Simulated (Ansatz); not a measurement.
`CCC(C)CC(C)C` + `O[SiH3]` → `CC(C)O[SiH3]` + `CCC(C)C`  (substitution at a C–C bond)

Program: Ansatz. Geometries: PBE0-D4/def2-TZVP. ΔE: electronic, gas phase. CBS: MP2 limit from def2 TZ/QZ plus the TZ coupled-cluster correction, frozen cores. DFT in def2-TZVPP. B3LYP here is the variant with VWN-RPA as its local correlation; programs differ in this. One conformer a species, not always the lowest.

`CCC(C)CC(C)C`:

```xyz
26

C    -0.391   -2.927    0.722
C     0.184   -1.520    0.730
C     0.050   -0.771   -0.593
C     0.757   -1.495   -1.731
C     0.581    0.658   -0.495
C    -0.055    1.572    0.550
C     0.601    2.945    0.502
C    -1.561    1.691    0.370
H    -0.346   -3.375    1.717
H     0.150   -3.588    0.042
H    -1.440   -2.919    0.411
H    -0.314   -0.945    1.517
H     1.246   -1.555    1.008
H    -1.019   -0.726   -0.843
H     0.672   -0.931   -2.664
H     0.342   -2.489   -1.909
H     1.824   -1.612   -1.511
H     1.662    0.612   -0.308
H     0.468    1.136   -1.478
H     0.137    1.150    1.544
H     0.197    3.606    1.273
H     0.430    3.422   -0.468
H     1.682    2.875    0.651
H    -2.068    0.733    0.499
H    -1.987    2.390    1.095
H    -1.802    2.063   -0.631
```

`O[SiH3]`:

Cartesian coordinates in Å:
```
O 0.241 -1.132 0.551
Si 0.077 0.304 -0.241
H -0.449 -1.386 1.164
H -1.156 0.333 -1.076
H 1.272 0.431 -1.105
H 0.014 1.450 0.707
```

`CC(C)O[SiH3]`:

Z-matrix (Å, degrees):
```
C
C 1 1.512
H 1 1.093 2 110.0
H 1 1.091 2 110.6 3 -119.6
H 1 1.092 2 110.7 3 120.0
C 2 1.516 1 112.4 3 -60.4
O 2 1.423 1 107.7 3 61.1
H 2 1.101 1 108.7 3 178.9
H 6 1.092 2 111.2 1 179.8
H 6 1.093 2 110.6 1 -60.1
H 6 1.093 2 110.0 1 59.8
Si 7 1.640 2 123.9 1 150.1
H 12 1.491 7 110.4 2 -51.6
H 12 1.490 7 112.4 2 68.6
H 12 1.481 7 106.5 2 -171.6
```

`CCC(C)C`:

Cartesian coordinates in Å:
```
C -1.612 -0.944 0.906
C -1.031 -0.064 -0.188
C 0.489 -0.122 -0.315
C 0.952 0.667 -1.531
C 1.192 0.376 0.941
H -1.286 -0.629 1.900
H -2.704 -0.914 0.896
H -1.308 -1.986 0.773
H -1.330 0.979 -0.021
H -1.470 -0.352 -1.150
H 0.769 -1.174 -0.466
H 2.035 0.604 -1.660
H 0.691 1.725 -1.427
H 0.482 0.299 -2.447
H 0.936 -0.220 1.819
H 0.917 1.415 1.149
H 2.278 0.338 0.822
```

| level | ΔE (kJ/mol) | difference from CCSD(T)/CBS |
| --- | --- | --- |
| PBE0-D4 | 25.5 | -5.3 |
| BHLYP-D4 | 18.1 | -12.7 |
| B2PLYP | 19.6 | -11.2 |
| PBE | 18.1 | -12.7 |
| revPBE | 13.6 | -17.2 |
| r2SCAN | 19.8 | -11.0 |
| B3LYP | 11.3 | -19.5 |
| r2SCANh | 20.9 | -9.9 |
| CAM-B3LYP | 13.9 | -16.9 |
| RPA@PBE/def2-TZVPP | 26.6 | -4.2 |
| MP2/def2-SVP | 26.8 | -4.0 |
| MP2/def2-TZVPP | 36.8 | 6.0 |
| SCS-MP2/def2-TZVPP | 29.5 | -1.3 |
| HF/def2-QZVPP | 6.7 | -24.1 |
| SCS-MP2/def2-QZVPP | 30.2 | -0.6 |
| HF/CBS(def2) | 6.7 | -24.1 |
| CCSD(T)/CBS | 30.8 | 0 |

Largest T1 diagnostic among the species: 0.011.

The D4 term adds +6.6 kJ/mol with B3LYP and +4.3 kJ/mol with PBE0; it sums over pairs of atoms, weighted by their polarisabilities, and B3LYP, whose exchange is more repulsive, gets the larger term. At CCSD(T), def2-SVP lies −11.2 kJ/mol from the extrapolated value and def2-TZVPP −1.2 kJ/mol. From BLYP to BHLYP (50 % exact exchange), in def2-TZVPP and without D4, ΔE moves by +6.4 kJ/mol.

CCSD(T)/CBS has its own doubt, a few kJ/mol and more with outer-core shells, so smaller differences from it don't rank the levels.
